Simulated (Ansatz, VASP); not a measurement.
KMgF3 in VASP and in Ansatz

```
CELL_PARAMETERS angstrom
4.08457 0.00000 0.00000
0.00000 4.08457 0.00000
0.00000 0.00000 4.08457
ATOMIC_POSITIONS crystal
K 0.50000 0.50000 0.50000
Mg 0.00000 0.00000 0.00000
F 0.50000 0.00000 0.00000
F 0.00000 0.50000 0.00000
F 0.00000 0.00000 0.50000
```

Alike in both runs: task single point; functional r2SCAN; k mesh 6 × 6 × 6; no spin polarisation.

|  | VASP | Ansatz |
| --- | --- | --- |
| version | VASP 6.6.1 | Ansatz 0.2.0 |
| potentials or method | VASP PAW PBE potentials, release 64 (K_sv, Mg, F) | scalar-relativistic, plane waves, PAW |
| plane-wave cutoff (eV) | 520 | 560 |
| occupations | gaussian, width 0.01 eV | fixed |
| valence electrons in the cell | 32 | 40 |

```csv
,VASP,Ansatz,Ansatz less VASP
gap on the k mesh at the Fermi level (eV),7.69,7.72,+0.024
least direct gap on the mesh (eV),8.01,8.03,+0.019
pressure (GPa),-5.7,-5.1,+0.60
```

The two sets of potentials don't hold the same shells in valence.

Caveats: the PAW data sets were made with another functional, which shifts forces and pressure a little (VASP). r2SCAN opens gaps a little over a GGA but as a rule still falls short of measured ones. A k mesh can miss the band edges.
